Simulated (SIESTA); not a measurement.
The system is Ag.

```
Ag
1.0
     0.00000    2.04275    2.04275
     2.04275    0.00000    2.04275
     2.04275    2.04275    0.00000
Ag
1
Cartesian
  0.0000 0.0000 0.0000
```

- Program: SIESTA 5.4.2
- Task: single point
- Functional: PBE
- Potentials or basis: PseudoDojo 0.4 standard (PBE files)
- Basis: DZP (energy shift 0.002 Ry)
- Grid cutoff: 800 Ry
- Energy shift: 0.002 Ry
- k mesh: 11 × 11 × 11
- Occupations: fermi-dirac, width 0.05 eV
- Spin: no spin polarisation

On this cell: pressure 5.5 GPa; band gap on the k mesh none (metal or under the smearing width).

The same run follows on a disturbed copy (cell strained at random at fixed volume):

```
Ag
1.0
    -0.00622    2.03863    2.06720
     2.01497    0.04695    2.01403
     2.08560    2.05608   -0.02368
Ag
1
Direct
  0.00221 0.02855 0.98957
```

Q: What does the disturbed cell give?

A: The energy (extrapolated to zero smearing) moves by +6.3 meV/atom; pressure 6.0 GPa; band gap on the k mesh none (metal or under the smearing width).

Stress tensor (GPa, compression positive):
```
 6.18 -1.91  1.59
-1.91  5.94 -0.94
 1.59 -0.94  5.77
```

Caveats: semicore shells carry a single zeta, which can move pressures by several GPa and volumes by a few percent; the basis of atomic orbitals isn't converged, which shifts pressures, moduli and gaps.
